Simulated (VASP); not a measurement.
A run of VASP 6.6.1 is set up as follows.

The input run.py:

```python
from ase import Atoms
from ase.calculators.vasp import Vasp
from ase.dft.dos import DOS

atoms = Atoms(
    ['Pb'],
    cell=[[0.01933363, 2.46286993, 2.45281136], [2.50285714, -0.00674656, 2.47889155], [2.4813249, 2.46741788, 0.01478568]],
    scaled_positions=[[0.0, 0.0, 0.0]],
    pbc=True,
)
calc = Vasp(
    directory='calc',
    xc='rpbe',
    pp='PBE',
    setups='materialsproject',
    prec='Accurate',
    encut=520,
    ediff=1e-06,
    ismear=-5,
    sigma=0.05,
    lreal=False,
    lasph=True,
    nelm=80,
    algo='Normal',
    isif=2,
    lwave=False,
    lcharg=False,
    lorbit=10,
    kpts=[9, 9, 9],
    gamma=True,
    nbands=13,
)
atoms.calc = calc

print('energy (eV):', atoms.get_potential_energy())
print('free energy (eV):', atoms.get_potential_energy(force_consistent=True))
print('forces (eV/A):')
print(atoms.get_forces())
print('stress (eV/A^3, Voigt):', atoms.get_stress())
print('Fermi level (eV):', calc.get_fermi_level())
dos = DOS(calc, width=0.1, window=(-10, 10), npts=301)
print('E - E_F (eV), DOS (1/eV)')
for e, g in zip(dos.get_energies(), dos.get_dos()):
    print(f'{e:8.3f} {g:10.4f}')
```

Potentials or basis: VASP PAW PBE potentials, release 64 (Pb_d).

Launch:

```console
$ python run.py
```

(1) Estimate the pressure.

(2) Predict the band gap on the k mesh.

Answers

(1) 4.5 GPa.

(2) none (metal or under the smearing width).

Caveat: the PAW data sets were made with another functional, which shifts forces and pressure a little; tetrahedron occupations give inexact forces and stress in metals.
